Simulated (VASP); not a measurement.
# C in VASP: further runs

One slab, C, is run at these levels: PBEsol; tasks: relaxation of shape and atoms at fixed volume, single point.

All numbers are computed with VASP 6.6.1; they aren't measurements. Logs are shortened: lines on timing, memory, paths and dates and some standing lists are left out, and cuts for length are marked.

**1. The structure**

The cell holds a slab with vacuum, 4 atoms: a = 2.460 Å, b = 2.460 Å, c = 21.388 Å, α = 90.00°, β = 90.00°, γ = 60.00°.

The slab is cut from a database's or a generator's crystal, which needn't be the stable form of the element.

**2. Relaxation of shape and atoms at fixed volume, PBEsol**

The input, INCAR:

```
SYSTEM = C
PREC = Accurate
ENCUT = 520
EDIFF = 1E-7
ISMEAR = 0
SIGMA = 0.05
LREAL = .FALSE.
LASPH = .TRUE.
NELM = 100
ALGO = Normal
ISIF = 4
LWAVE = .FALSE.
LCHARG = .FALSE.
LDIPOL = .TRUE.
IDIPOL = 3
DIPOL = 0.5 0.5 0.500
GGA = PS
IBRION = 2
NSW = 100
EDIFFG = -0.003
```

The input, KPOINTS:

```
regular mesh
0
G
  18 18 1
  0 0 0
```

The input, POSCAR:

```
C
1.0
    2.4600000000      0.0000000000      0.0000000000
    1.2300000000      2.1304224900      0.0000000000
    0.0000000000      0.0000000000     21.3883333060
C
4
Direct
    0.0000000000      0.0000000000      0.4207901509
    0.6666666670      0.6666666670      0.4216239378
    0.6666666670      0.6666666670      0.5792098491
    0.3333333330      0.3333333330      0.5775422741
```

Potentials or basis: VASP PAW PBE potentials, release 64 (C).

Launch:

```console
$ cat potpaw_PBE.64/C/POTCAR > POTCAR
$ mpirun -np 1 vasp_std > vasp.out
```

OUTCAR:

```text
SYSTEM = C
   PREC = Accurate
   ENCUT = 520
   EDIFF = 1E-7
   ISMEAR = 0
   LREAL = .FALSE.
   LASPH = .TRUE.
   NELM = 100
   ISIF = 4
   GGA = PS
   IBRION = 2
   NSW = 100
   EDIFFG = -0.003

 ion  position               nearest neighbor table
   1  0.000  0.000  0.421-   2 1.42   2 1.42   2 1.42
   2  0.667  0.667  0.422-   1 1.42   1 1.42   1 1.42
   3  0.667  0.667  0.579-   4 1.42   4 1.42   4 1.42
   4  0.333  0.333  0.578-   3 1.42   3 1.42   3 1.42

  LATTYP: Found a hexagonal cell.
 ALAT       =     2.4599999971
 C/A-ratio  =     8.6944444435

  Lattice vectors:

 A1 = (  -1.2300000000,  -2.1304224900,   0.0000000000)
 A2 = (   2.4600000000,   0.0000000000,   0.0000000000)
 A3 = (   0.0000000000,   0.0000000000,  21.3883333060)

Analysis of symmetry for initial positions (statically):
=====================================================================
 Subroutine PRICEL returns:
 Original cell was already a primitive cell.

 Routine SETGRP: Setting up the symmetry group for a
 hexagonal supercell.

 Subroutine GETGRP returns: Found  6 space group operations
 (whereof  6 operations were pure point group operations)
 out of a pool of 24 trial point group operations.

The static configuration has the point symmetry C_3v.

Analysis of symmetry for dynamics (positions and initial velocities):
=====================================================================
 Subroutine PRICEL returns:
 Original cell was already a primitive cell.

 Routine SETGRP: Setting up the symmetry group for a
 hexagonal supercell.

 Subroutine GETGRP returns: Found  6 space group operations
 (whereof  6 operations were pure point group operations)
 out of a pool of 24 trial point group operations.

The dynamic configuration has the point symmetry C_3v.

 Subroutine INISYM returns: Found  6 space group operations
 (whereof  6 operations are pure point group operations),
 and found     1 'primitive' translations

----------------------------------------------------------------------------------------

                                     Primitive cell

  volume of cell :     112.0928

  direct lattice vectors                    reciprocal lattice vectors
     2.460000000  0.000000000  0.000000000     0.406504065 -0.234695232  0.000000000
     1.230000000  2.130422490  0.000000000     0.000000000  0.469390463  0.000000000
     0.000000000  0.000000000 21.388333306     0.000000000  0.000000000  0.046754461

  length of vectors
     2.460000000  2.459999997 21.388333306     0.469390463  0.469390463  0.046754461

  position of ions in fractional coordinates (direct lattice)
     0.000000000  0.000000000  0.420790151
     0.666666667  0.666666667  0.421623938
     0.666666667  0.666666667  0.579209849
     0.333333333  0.333333333  0.577542274

  ion indices of the primitive-cell ions
   primitive index   ion index
                 1           1
                 2           2
                 3           3
                 4           4

----------------------------------------------------------------------------------------

 KPOINTS: regular mesh

Automatic generation of k-mesh.
 Grid dimensions read from file:
 generate k-points for:   18   18    1

 Generating k-lattice:

  Cartesian coordinates                     Fractional coordinates (reciprocal lattice)
     0.022583559 -0.013038624  0.000000000     0.055555556  0.000000000  0.000000000
     0.000000000  0.026077248  0.000000000     0.000000000  0.055555556  0.000000000
     0.000000000  0.000000000  0.046754461     0.000000000  0.000000000  1.000000000

  Length of vectors
     0.026077248  0.026077248  0.046754461

  Shift w.r.t. Gamma in fractional coordinates (k-lattice)
     0.000000000  0.000000000  0.000000000

 Subroutine IBZKPT returns following result:
 ===========================================

 Found     37 irreducible k-points:

 Following reciprocal coordinates:
            Coordinates               Weight
  0.000000  0.000000  0.000000      1.000000
  0.055556 -0.000000  0.000000      6.000000
  0.111111 -0.000000  0.000000      6.000000
  0.166667 -0.000000  0.000000      6.000000
  0.222222 -0.000000  0.000000      6.000000
  0.277778 -0.000000  0.000000      6.000000
[... 16 lines left out ...]
  0.444444  0.111111  0.000000     12.000000
  0.500000  0.111111  0.000000     12.000000
 [... further k-points ...]
   k-points           NKPTS =     37   k-points in BZ     NKDIM =     37   number of bands    NBANDS=     12
   number of dos      NEDOS =    301   number of ions     NIONS =      4
   total plane-waves  NPLWV =  51840
   dimension x,y,z NGX =    18 NGY =   18 NGZ =  160
   dimension x,y,z NGXF=    36 NGYF=   36 NGZF=  320
   ions per type =               4
   NGX,Y,Z   is equivalent  to a cutoff of  12.16, 12.16, 12.44 a.u.
   NGXF,Y,Z  is equivalent  to a cutoff of  24.33, 24.33, 24.87 a.u.
 SYSTEM =  C
   PREC   = accura    normal or accurate (medium, high low for compatibility)
   ISTART =      0    job   : 0-new  1-cont  2-samecut
   ICHARG =      2    charge: 1-file 2-atom 10-const
   ISPIN  =      1    spin polarized calculation?
   LNONCOLLINEAR =      F non collinear calculations
   LSORBIT =      F    spin-orbit coupling
   LASPH  =      T    aspherical Exc in radial PAW
   ENCUT  =  520.0 eV  38.22 Ry    6.18 a.u.   4.57  4.57 39.77*2*pi/ulx,y,z
   NELM   =    100;   NELMIN=  2; NELMDL= -5     # of ELM steps
   EDIFF  = 0.1E-06   stopping-criterion for ELM
   LREAL  =      F    real-space projection
   EDIFFG = -.3E-02   stopping-criterion for IOM
   NSW    =    100    number of steps for IOM
   IBRION =      2    ionic relax: 0-MD 1-quasi-New 2-CG
   NFREE  =      1    steps in history (QN), initial steepest desc. (CG)
   ISIF   =      4    stress and relaxation
   ISYM   =      2    0-nonsym 1-usesym 2-fastsym
   POTIM  = 0.5000    time-step for ionic-motion
   TEBEG  =    0.0;   TEEND  =   0.0 temperature during run
   PSTRESS=    0.0 pullay stress
   NELECT =      16.0000    total number of electrons
   NUPDOWN=      -1.0000    fix difference up-down
   EMIN   =  10.00;   EMAX   =-10.00  energy-range for DOS
   EFERMI =   0.00;   METHOD = LEGACY
   ISMEAR =     0;   SIGMA  =   0.05  broadening in eV -4-tet -1-fermi 0-gaus
   EFERMI_NEDOS =   21; number of points for ismear=-14 and -15
   IALGO  =     38    algorithm
   IMIX   =      4    mixing-type and parameters
     AMIX     =   0.40;   BMIX     =  1.00
     AMIX_MAG =   1.60;   BMIX_MAG =  1.00
  volume/ion in A,a.u.               =      28.02       189.11
  Fermi-wavevector in a.u.,A,eV,Ry     =   0.855570  1.616793  9.959466  0.732000
  Thomas-Fermi vector in A             =   1.972340
   LORBIT       =      0    0 simple, 1 ext, 2 COOP (PROOUT), +10 PAW based schemes
   GGA     = PS    functional components
   LHFCALC =     F    Hartree Fock is set to
   AEXX    =    0.0000 exact exchange contribution
   IVDW    =     0    specifies the selected vdW correction
   LEPSILON=     F    determine dielectric tensor
   LRPA    =     F    only Hartree local field effects (RPA)
 conjugate gradient relaxation of ions
 non-spin polarized calculation
 Gauss-broadening in eV      SIGMA  =   0.05
  energy-cutoff  :      520.00
  volume of cell :      112.09
 maximum number of plane-waves:      3056
   NGX =  9   NGY =  9   NGZ = 79

 dipolmoment           0.000000      0.000000      0.000132 electrons x Angstroem

--------------------------------------- Ionic step        1  -------------------------------------------

 number of electron      15.9999995 magnetization

 Free energy of the ion-electron system (eV)
  ---------------------------------------------------
  ext. energy  EPLUGINS =         0.00000000
  ---------------------------------------------------
  free energy    TOTEN  =       -38.55563430 eV

  energy without entropy =      -38.55528711  energy(sigma->0) =      -38.55546071

------------------------ aborting loop because EDIFF is reached ----------------------------------------

  FORCE on cell =-STRESS in cart. coord.  units (eV):
  Direction    XX          YY          ZZ          XY          YZ          ZX
  --------------------------------------------------------------------------------------
  -------------------------------------------------------------------------------------
  Total        0.0841395      0.0841395      0.0919718      0.0000000     -0.0000000     -0.0000000
  in kB        1.2026313      1.2026313      1.3145812      0.0000000     -0.0000000     -0.0000000
  external PRESSURE =       1.2399480 kB  Pullay stress =       0.0000000 kB
[... 95 lines left out ...]
  FREE ENERGIE OF THE ION-ELECTRON SYSTEM (eV)
  ---------------------------------------------------
  free  energy   TOTEN  =       -38.5692184073 eV

  energy  without entropy=      -38.5688701421  energy(sigma->0) =      -38.56904427

[... ionic steps 4 to 20 ...]

--------------------------------------- Ionic step       21  -------------------------------------------

 number of electron      15.9999994 magnetization

------------------------ aborting loop because EDIFF is reached ----------------------------------------
[... 75 lines left out ...]
 number of electron      15.9999994 magnetization

 dipolmoment          -0.000000     -0.000000      0.000000 electrons x Angstroem

 Free energy of the ion-electron system (eV)
  ---------------------------------------------------
  ext. energy  EPLUGINS =         0.00000000
  ---------------------------------------------------
  free energy    TOTEN  =       -38.57333962 eV

  energy without entropy =      -38.57299136  energy(sigma->0) =      -38.57316549

 E-fermi :  -1.5016     XC(G=0):  -3.7161

 val. band max:       -1.5016409080   @ k =  -0.3333   0.3333   0.0000
 cond. band min:      -1.5016401184   @ k =  -0.3333   0.3333   0.0000
 fundamental gap:      0.0000007897
 Fermi energy:        -1.5016405131

 k-point     1 :       0.0000    0.0000    0.0000
  band No.  band energies     occupation
      1     -21.0697      2.00000
      2     -20.9809      2.00000
      3      -9.5319      2.00000
      4      -8.8346      2.00000
      5      -4.4977      2.00000
      6      -4.4977      2.00000
      7      -4.4933      2.00000
      8      -4.4933      2.00000
      9       1.9280      0.00000
     10       2.4071      0.00000
     11       3.0046      0.00000
     12       4.0525      0.00000
[... 331 lines left out ...]
 k-point    24 :       0.5000    0.1111    0.0000
  band No.  band energies     occupation
      1     -16.3398      2.00000
      2     -16.2798      2.00000
      3     -13.7262      2.00000
      4     -13.6801      2.00000
      5      -8.7497      2.00000
      6      -8.7293      2.00000
      7      -4.2558      2.00000
      8      -3.8514      2.00000
      9       0.4844      0.00000
     10       0.7828      0.00000
     11       7.1138      0.00000
     12       7.2504      0.00000

 [... further k-points ...]

------------------------ aborting loop because EDIFF is reached ----------------------------------------

 vacuum level on the upper side and lower side of the slab       (xc-potential included)        -0.076        -0.076

  FORCE on cell =-STRESS in cart. coord.  units (eV):
  Direction    XX          YY          ZZ          XY          YZ          ZX
  --------------------------------------------------------------------------------------
  -------------------------------------------------------------------------------------
  Total       -0.0059008     -0.0059008     -0.0120897      0.0000000      0.0000000      0.0000000
  in kB       -0.0843421     -0.0843421     -0.1728021      0.0000000      0.0000000      0.0000000
  external PRESSURE =      -0.1138288 kB  Pullay stress =       0.0000000 kB
[... 19 lines left out ...]
  FREE ENERGIE OF THE ION-ELECTRON SYSTEM (eV)
  ---------------------------------------------------
  free  energy   TOTEN  =       -38.5733396210 eV

  energy  without entropy=      -38.5729913558  energy(sigma->0) =      -38.57316549

 reached required accuracy - stopping structural energy minimisation

 vacuum level on the upper side and lower side of the slab         2.754         2.754
```

Run time: 12 min. Hardware: 1 thread of Intel Xeon Platinum 8259CL at 2.50GHz (Skylake/Cascade Lake), shared host; peak memory 0.22 GiB.

What came out:

```yaml
Free_energy: -38.5733 eV
Energy_gained_by_relaxing: 4.4 meV/atom
Ionic_steps: 23
Band_gap_on_the_k_mesh: none (metal or under the smearing width)
```

The path:
```
step  energy change (eV)  largest force (eV/Å)  pressure (GPa)
   1              0.0000                0.6290            0.12
   2             -0.0084                0.3983            0.14
   3             -0.0136                0.0218            0.14
   4             -0.0137                0.0216            0.17
   5             -0.0139                0.0229            0.23
   6             -0.0141                0.0288            0.37
   7             -0.0139                0.0409            0.63
   8             -0.0141                0.0323            0.44
   9             -0.0141                0.0320            0.44
  10             -0.0142                0.0310            0.43
  11             -0.0143                0.0293            0.42
  12             -0.0146                0.0257            0.40
  13             -0.0150                0.0186            0.36
  14             -0.0158                0.0183            0.28
  15             -0.0169                0.0364            0.12
  16             -0.0173                0.0772           -0.20
  17             -0.0174                0.0656           -0.11
  18             -0.0177                0.0244           -0.08
  19             -0.0177                0.0102           -0.09
  20             -0.0177                0.0056           -0.01
  21             -0.0177                0.0052           -0.01
  22             -0.0177                0.0034           -0.01
  23             -0.0177                0.0018           -0.01
```

Final structure:
```xyz
4
Lattice="2.4610 0.0000 0.0000 1.2305 2.1312 0.0000 0.0000 0.0000 21.3718" Properties=species:S:1:pos:R:3 pbc="T T T"
C     0.0000    0.0000    8.8846
C     2.4610    1.4208    8.8849
C     2.4610    1.4208   12.4780
C     1.2305    0.7104   12.4783
```

Caveat: the PAW data sets were made with another functional, which shifts forces and pressure a little.

**3. Single point, PBEsol**

INCAR, as its differences from that of step 2:

```diff
@@ -10,3 +10,3 @@
 ALGO = Normal
-ISIF = 4
+ISIF = 2
 LWAVE = .FALSE.
@@ -17,4 +17,4 @@
 GGA = PS
-IBRION = 2
-NSW = 100
-EDIFFG = -0.003
+NBANDS = 16
+LVHAR = .TRUE.
+LVACPOTAV = .TRUE.
```

The input, KPOINTS:

```
regular mesh
0
G
  24 24 1
  0 0 0
```

The input, POSCAR:

```
C                                       
1.0
    2.4609509622     -0.0000000000     -0.0000000000
    1.2304754811      2.1312460463     -0.0000000000
   -0.0000000000     -0.0000000000     21.3718067255
  C             
     4
Direct
     0.0000000000000000    0.0000000000000000    0.4157176535568986
     0.6666666670000012    0.6666666670000012    0.4157280006411448
     0.6666666670000012    0.6666666670000012    0.5838548284320003
     0.3333333329999988    0.3333333329999988    0.5838657292699532
```

Potentials or basis: VASP PAW PBE potentials, release 64 (C).

Launch:

```console
$ cat potpaw_PBE.64/C/POTCAR > POTCAR
$ mpirun -np 1 vasp_std > vasp.out
```

It took 2.9 min on 1 thread of Intel Xeon Platinum 8259CL at 2.50GHz (Skylake/Cascade Lake), shared host; peak memory 0.25 GiB.

It converged, with:

```yaml
Free_energy: -38.5748 eV
Band_gap_on_the_k_mesh: 0.00 eV, direct
Ionisation_potential_of_the_upper_face: 4.33 eV
```

Levels at points of the mesh, in eV from the valence-band top:
| k point | band 4 | band 5 | band 6 | band 7 | band 8 | band 9 | band 10 | band 11 | band 12 | band 13 |
| --- | --- | --- | --- | --- | --- | --- | --- | --- | --- | --- |
| (0.00, 0.00, 0.00) | -7.33 | -3.00 | -3.00 | -2.99 | -2.99 | 3.43 | 3.91 | 4.53 | 5.58 | 5.66 |
| (0.50, 0.00, 0.00) | -13.25 | -6.42 | -6.40 | -2.50 | -2.26 | 1.53 | 1.80 | 7.35 | 7.47 | 11.13 |

Caveat: the PAW data sets were made with another functional, which shifts forces and pressure a little.
